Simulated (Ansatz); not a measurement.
TiO under changes of volume

One of the cells (10.323 Å³/atom); the others are scaled copies at fixed shape and fractional positions:

```
Ti O
1.0
     4.98909    0.00000    0.00000
    -2.49454    4.32068    0.00000
     0.00000    0.00000    2.87331
Ti O
3 3
Cartesian
  0.0000 0.0000 0.0000
  0.0000 2.8805 1.4367
  2.4945 1.4402 1.4367
  -0.9839 1.7043 0.0000
  1.9679 0.0000 0.0000
  1.5106 2.6164 0.0000
```

The cell comes from a database or a generator and needn't be the stable form of this composition.

* Program: Ansatz 0.2.0
* Functional: PBEsol
* Potentials or basis: Ansatz PAW
* Cutoff: 420 eV (not typed: the program's choice for these potentials)
* k mesh: 6 × 6 × 9
* Occupations: fermi-dirac, width 0.05 eV
* Spin: no spin polarisation

```csv
volume (Å³/atom),energy over the lowest point (meV/atom),pressure (GPa),largest force (eV/Å)
9.704,?,?,?
9.910,1.64,3.9,0.102
10.117,0.00,-1.2,0.034
10.323,4.60,-5.8,0.029
10.529,14.69,-9.9,0.088
10.736,29.87,-13.5,0.143
10.942,49.48,-16.8,0.195
```

Problem. What does the run at 9.704 Å³/atom give?

Solution. Energy over the lowest point 10.25 meV/atom; pressure 9.6 GPa; largest force 0.175 eV/Å.

Worked out: A Birch-Murnaghan fit of order 3 (a polynomial in V^(-2/3)) to the other rows has its minimum at 10.06 Å³/atom with B0 = V·E''(V) = 241 GPa and B' = 4.2 at fixed shape and positions, which overstates the stiffness. It gives 10.13 meV/atom at 9.704 Å³/atom, against the run's 10.25, and -dE/dV = 9.5 GPa, against 9.6.

Energies are extrapolated to zero smearing.

Caveats: the PAW data sets come from PBE, with cores solved anew for the run's functional, which leaves a small shift of forces and pressure.
